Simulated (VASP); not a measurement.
Here is a VASP 6.6.1 calculation.

The input INCAR:

```
PREC = Accurate
ENCUT = 520
EDIFF = 1E-7
ISMEAR = -1
SIGMA = 0.05
LREAL = False
LASPH = True
NELM = 60
ALGO = Normal
ISIF = 2
LWAVE = False
LCHARG = False
GGA = PE
NBANDS = 16
```

Contents of KPOINTS:

```
regular mesh
0
Gamma
  10 10 10
```

POSCAR

```
CdF
1.0
    1.5993000000      0.9233600000      3.6943200000
   -1.5993000000      0.9233600000      3.6943200000
    0.0000000000     -1.8467100000      3.6943200000
Cd F
1 1
Direct
    0.5000000000      0.5000000000      0.5000000000
    0.0000000000      0.0000000000      0.0000000000
```

Potentials or basis: VASP PAW PBE potentials, release 64 (Cd, F).

Command:

```bash
$ cat potpaw_PBE.64/Cd/POTCAR potpaw_PBE.64/F/POTCAR > POTCAR
$ mpirun -np 1 vasp_std > vasp.out
```

Problem. Estimate the band gap on the k mesh.

Solution. None (metal or under the smearing width).

Problem. Predict the pressure.

Solution. 0.1 GPa.

Caveat: an odd number of electrons without spin polarisation forces a metal; a magnetic or distorted state may lie lower.
